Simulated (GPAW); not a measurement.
A run of GPAW 26.7.0:

Contents of run.py:

```python
from ase import Atoms
from ase.eos import EquationOfState
from ase.io import Trajectory
from ase.units import GPa
from gpaw import GPAW, PW, setup_paths

setup_paths.insert(0, '.')

atoms = Atoms(['Te', 'Sn'],
              cell=[[0.0, 3.15085, 3.15085],
                    [3.15085, 0.0, 3.15085],
                    [3.15085, 3.15085, 0.0]],
              scaled_positions=[[0.5, 0.5, 0.5],
                                [0.0, 0.0, 0.0]],
              pbc=True)

traj = Trajectory('eos.traj', 'w')
volumes, energies = [], []
for x in [0.94, 0.96, 0.98, 1.0, 1.02, 1.04, 1.06]:
    a = atoms.copy()
    a.set_cell(atoms.cell * x**(1 / 3), scale_atoms=True)
    calc = GPAW(mode=PW(600),
                xc='GGA_X_PW91+GGA_C_PW91',
                kpts={'size': (6, 6, 6), 'gamma': True},
                occupations={'name': 'fermi-dirac', 'width': 0.05},
                nbands=19,
                convergence={'density': 1e-05, 'energy': 1e-05},
                maxiter=150,
                txt=f'eos-{x:.2f}.txt')
    a.calc = calc
    energies.append(a.get_potential_energy(force_consistent=True))
    volumes.append(a.get_volume())
    p = -a.get_stress()[:3].mean() / GPa
    calc.write(f'eos-{x:.2f}.gpw')
    traj.write(a)
    print(f'{x:.2f} {volumes[-1]:10.4f} A^3 {energies[-1]:14.6f} eV {p:9.3f} GPa', flush=True)

v0, e0, B = EquationOfState(volumes, energies, eos='birchmurnaghan').fit()
print(f'V0 = {v0:.4f} A^3, E0 = {e0:.6f} eV, B0 = {B / GPa:.2f} GPa')
```

Potentials or basis: PAW data sets generated in the run's folder for this functional, pw.

Launch:

```console
$ gpaw-setup -f GGA_X_PW91+GGA_C_PW91 Sn Te
$ OMP_NUM_THREADS=1 python run.py
```

Hardware: 1 thread of Intel(R) Xeon(R) 6975P-C (Granite Rapids), on a shared host.

Task: How long does it take, and how much memory?

Result: Wall time 52 s on 1 thread of Intel(R) Xeon(R) 6975P-C (Granite Rapids) (shared host), peak memory 0.26 GiB. Counts: scf iterations 63, plane waves 2044, bands 19, k points 16.
